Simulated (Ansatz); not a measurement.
**AlRu: under pressure**

Aim: relax AlRu at pressures from -1 to 90 GPa within the symmetry of the start, and follow volume, cell shape and gap.

Program: Ansatz 0.2.0. Level of theory: DFT PBEsol, scalar-relativistic, plane waves, PAW. These are calculated values, not measurements.

1 further run of the same task is left out (set aside as unsound or not needed).

## 1. The starting structure

It takes space group Pm-3m (No. 221, cubic). The conventional cell has a = 2.976 Å, b = 2.976 Å, c = 2.976 Å, α = 90.00°, β = 90.00°, γ = 90.00°. Around Al (site symmetry m-3m) lie 8 Ru at 2.58 Å. Around Ru (site symmetry m-3m) lie 8 Al at 2.58 Å.

As a file:

```cif
data_structure
_symmetry_space_group_name_H-M 'P 1'
_symmetry_Int_Tables_number 1
_cell_length_a 2.9763
_cell_length_b 2.9763
_cell_length_c 2.9763
_cell_angle_alpha 90.000
_cell_angle_beta 90.000
_cell_angle_gamma 90.000
_cell_volume 26.37
loop_
_atom_site_label
_atom_site_type_symbol
_atom_site_fract_x
_atom_site_fract_y
_atom_site_fract_z
_atom_site_occupancy
Al1 Al 0.00000 0.00000 0.00000 1
Ru1 Ru 0.50000 0.50000 0.50000 1
```

It goes back to an entry of the Materials Project, which need not be the stable form.

This cell was relaxed beforehand with the same method: volume 13.18 Å³/atom, gap on the mesh none (metal).

## 2. -1 GPa

Input file input.yaml:

```yaml
crystal:
  lattice:
    - [2.9860160164, 0.0, 0.0]
    - [0.0, 2.9860160164, 0.0]
    - [0.0, 0.0, 2.9860160164]
  atoms:
    - { symbol: Al, position: [0.0, 0.0, 0.0] }
    - { symbol: Ru, position: [0.5, 0.5, 0.5] }
basis:
  ecutwfc: 420
kpoints:
  mp_grid: { grid: [14, 14, 14] }
hamiltonian:
  xc: pbesol
scf:
  occupations: { method: gaussian, width: 0.1 }
output:
  forces: true
  stress: true
  eigenvalues: true
relax:
  adjacent_minimum: "off"
  f_tol: 0.008
  max_steps: 50
  cell: { stress_tol: 0.08, p_target: -1.0 }
```

Started as:

```bash
$ ansatz run input.yaml --threads 1 --pin off --max-ram 2560MiB --backend cpu --events-out ev --progress --plain --runs-dir out
```

Further runs follow: 1 GPa; relaxing at 4 GPa; relaxing at 12 GPa; 25 GPa; 50 GPa; 90 GPa.

**Question.** What will these runs give? Wanted: bulk modulus B0; B0'.

**Answer**, as computed:

| quantity | value |
| --- | --- |
| volume at 90 GPa | 10.34 Å³/atom, V/V0 = 0.784 |
| bulk modulus B0 (third-order Birch-Murnaghan) | 220 GPa |
| B0' | 4.3 |

What this shows: At 90 GPa the crystal has lost 21.6 % of its volume. A third-order Birch-Murnaghan curve fits the points with B0 = 220 GPa. Other structures may take over in this range; these runs cannot find them.
